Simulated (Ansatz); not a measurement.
Cu: zone-centre modes under pressure

Cu, P6_3/mmc, a = 2.564 Å, c = 4.207 Å. This isn't the element's structure at ambient conditions. Ansatz: PBE, PAW, 420 eV, Γ-centred 18×18×10 mesh on 2 atoms, Fermi-Dirac smearing 0.15 eV; no spin polarisation. Cell and atoms are relaxed at each pressure with the symmetry kept; optical modes at Γ by linear response, in cm⁻¹, matched by rank (the highest 2 distinct ones).

| P (GPa) | V (Å³/atom) | ω1 | ω2 |
| --- | --- | --- | --- |
| 0 | 11.978 | 103.8 | 239.6 |
| 7 | 11.453 | ? | ? |
| 18 | 10.834 | 123.1 | 299.9 |
| 35 | 10.149 | 137.0 | 342.0 |

Question: Get each mode's Grüneisen parameter γ = −d ln ω/d ln V from the other rows and predict the missing frequencies.

Answer: ln(V/V0) = 0.0000, -0.0448, -0.1004, -0.1657; a line through ln(ω/ω0) of the 3 known rows gives ω1: γ = 1.677 (intercept 0.0006), predicted 112.0, computed 112.2; ω2: γ = 2.155 (intercept 0.0023), predicted 264.5, computed 266.0. The worst miss is 0.6 %, or 6 % of the shift under pressure, so a constant γ serves at that level. In a metal these frequencies hang on the mesh and smearing.

Cost: 4 runs of about 3.7 core-minutes in all, on AMD EPYC 7R43 (Zen 3) (shared hosts).